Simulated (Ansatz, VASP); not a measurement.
**As in VASP and in Ansatz**

```xyz
2
Lattice="1.8922 1.0925 3.5089 -1.8922 1.0925 3.5089 0.0000 -2.1849 3.5089" Properties=species:S:1:pos:R:3 pbc="T T T"
As    0.0000    0.0000    2.3952
As    0.0000    0.0000    8.1314
```

Change from the starting cell: volume scaled by 1.02, crystal datasets.

Alike in both runs: task electric field gradients; functional LDA; k mesh 13 × 13 × 13; occupations fermi-dirac, width 0.05 eV; no spin polarisation.

|  | VASP | Ansatz |
| --- | --- | --- |
| version | VASP 6.6.1 | Ansatz 0.2.0 |
| potentials or method | VASP PAW LDA potentials, release 64 (As), cutoff 520 eV | all-electron PAW with datasets made for the crystal, scalar-relativistic |

```csv
,VASP,Ansatz,Ansatz less VASP
pressure (GPa),-2.6,-2.9,-0.36
largest component of the traceless stress (GPa),0.37,0.26,-0.112
rms of the force components (eV/Å),0.006,0.031,+0.0253
Vzz of the field gradient on the site that differs most (V/Å²),-45.6,-48.6,-2.97
```

Atom by atom the forces differ by 0.037 eV/Å (rms over components). Ansatz ran all-electron here, so the differences hold the error of VASP's frozen core and of both bases.
